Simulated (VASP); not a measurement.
Ge: relaxation of cell and atoms with PBE+D3(BJ)

Crystal: Ge.

```
Ge
1.0
     0.00000    2.82891    2.82891
     2.82891    0.00000    2.82891
     2.82891    2.82891    0.00000
Ge
2
Cartesian
  1.4145 1.4145 1.4145
  0.0000 0.0000 0.0000
```

* Program: VASP 6.6.1
* Task: relaxation of cell and atoms
* Functional: PBE
* Dispersion: D3(BJ)
* Potentials or basis: VASP PAW PBE potentials, release 64 (Ge_d)
* Cutoff: 600 eV
* k mesh: 6 × 6 × 6
* Occupations: gaussian, width 0.1 eV
* Spin: spin-orbit coupling, no magnetisation
* Optimiser: vasp
* Further INCAR settings: ALGO = Normal; EDIFF = 1.00e-06; IBRION = 2; EDIFFG = -1.00e-02; NSW = 60; ISIF = 3

- Relaxed volume: 23.19 Å³/atom
- Relaxed cell: a = 4.033 Å, b = 4.033 Å, c = 4.033 Å, α = 60.00°, β = 60.00°, γ = 60.00°
- Space group after relaxing (to 0.05 Å): Fd-3m (No. 227)
- Energy gained by relaxing: 2.6 meV/atom
- Ionic steps: 3
- Pressure after relaxing: 0.0 GPa
- Valence electrons inside the program's atomic spheres: Ge 12.39
- Dispersion energy per atom: -0.290 eV

Step by step:
```tsv
step	energy change (eV)	largest force (eV/Å)	pressure (GPa)	volume (Å³)
1	0.0000	0.0000	1.66	45.28
2	-0.0044	0.0001	-0.32	46.83
3	-0.0053	0.0000	-0.03	46.38
```

Final structure:
```xyz
2
Lattice="0.0000 2.8516 2.8516 2.8516 0.0000 2.8516 2.8516 2.8516 0.0000" Properties=species:S:1:pos:R:3 pbc="T T T"
Ge    1.4258    1.4258    1.4258
Ge    0.0000    0.0000    0.0000
```

Wall time 6.4 min on 1 thread of AMD EPYC 7R13 Processor (Zen 3) (shared host), peak memory 0.35 GiB.

The cell as given is a measured one (22.64 Å³/atom); PBE+D3(BJ) puts the equilibrium volume +2.4 % from it, thermal expansion not counted.
